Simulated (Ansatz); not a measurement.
## P: energy change per atom and pressure as volume scale varies

Plane-wave DFT, scalar-relativistic PAW made under PBE with cores redone for the functional, no dispersion; the given relaxed cell is scaled uniformly, energy at zero smearing counts from the unscaled cell, pressure at the given Fermi-Dirac smearing is positive in compression. The results are calculated, by Ansatz 0.2.0.

The cell before it is scaled or strained (space group P6_3/mmc, No. 194):
```
cell vectors (Å)
   2.6309     0.0000     0.0000
  -1.3154     2.2784     0.0000
   0.0000     0.0000     9.8232
atoms (fractions of the cell vectors)
P   0.00000  1.00000  0.00000
P   0.00000  1.00000  0.50000
P   0.33333  0.66667  0.25000
P   0.66667  0.33333  0.75000
```

Settings of every row: spin polarised no; functional PBE; wave cutoff 420 eV; smearing width 0.1 eV; k mesh 15x15x4.

Atom starting moment: 0 on all atoms.

Limits: the cell comes from a prototype or a list of computed structures and needn't be the stable phase.

| row | volume scale | V (Å³/atom) | energy change per atom (meV) | pressure (GPa) |
| --- | --- | --- | --- | --- |
| 1 | 0.88 | 12.954 | 69.8 | 14.53 |
| 2 | 0.92 | 13.543 | 28.02 | 8.61 |
| 3 | 0.96 | 14.132 | 5.92 | 3.75 |
| 4 | 1.04 | 15.309 | ? | ? |
| 5 | 1.08 | 15.898 | 25.43 | -6.16 |
| 6 | 1.12 | 16.487 | 52.53 | -8.36 |

Question: what energy change per atom and pressure should row 4 give?

Worked fit of energy change per atom. Take u = (V_r/V)^(2/3) − 1 with V_r = 14.132 Å³ an atom, which is twice the finite (Eulerian) strain; such expansions in the strain, on which the Birch-Murnaghan equation of state is built, carry the rest volume and the bulk modulus. The shown rows have u = 0.05974, 0.02879, 0, -0.0755, -0.09765. Least squares give energy change per atom = 5.924 + 482.73 × u + 9826.4 × u² meV; a straight line predicts inner rows, each left out in turn, worse (root mean square 26 against 0.078 meV). The rows lie off it by -0.03, 0.05, 0.00, -0.06, 0.04 (root mean square 0.041 meV). Its lowest point lies at u = -0.0246, or V = 14.67 Å³ an atom, and the curvature there gives the bulk modulus at fixed shape and fractions, B = (4/9)(1 + u)² E″(u)/V = 90.8 GPa. Letting shape and atoms relax would as a rule lower it, by much in layered, chain or molecular crystals. The withheld row has u = -0.05194, so the fit gives 5.924 + 482.73 × (-0.05194) + 9826.4 × (-0.05194)² = 7.36 meV.

The calculation gave 7.29 meV. The fit lies 0.07 meV (0.11 % of the column's range) above it; its largest miss of a shown row is 0.06 meV.

Worked fit of pressure. Take u = (V_r/V)^(2/3) − 1 with V_r = 14.132 Å³ an atom, which is twice the finite (Eulerian) strain; such expansions in the strain, on which the Birch-Murnaghan equation of state is built, carry the rest volume and the bulk modulus. The shown rows have u = 0.05974, 0.02879, 0, -0.0755, -0.09765. Least squares give pressure = 3.757 + 158.78 × u + 357.6 × u² GPa; a straight line predicts inner rows, each left out in turn, worse (root mean square 0.94 against 0.036 GPa). The rows lie off it by 0.01, -0.01, -0.01, 0.03, -0.02. The pressure vanishes at u = -0.0251, or V = 14.68 Å³ an atom, and there the bulk modulus at fixed shape and fractions is B = −V dP/dV = (2/3)(1 + u) dP/du = 91.5 GPa. Letting shape and atoms relax would as a rule lower it, by much in layered, chain or molecular crystals. The withheld row has u = -0.05194, so the fit gives 3.757 + 158.78 × (-0.05194) + 357.6 × (-0.05194)² = -3.53 GPa.

The calculation gave -3.48 GPa. The fit lies 0.05 GPa (1.4 % of the value, 0.22 % of the column's range) below it; its largest miss of a shown row is 0.03 GPa.
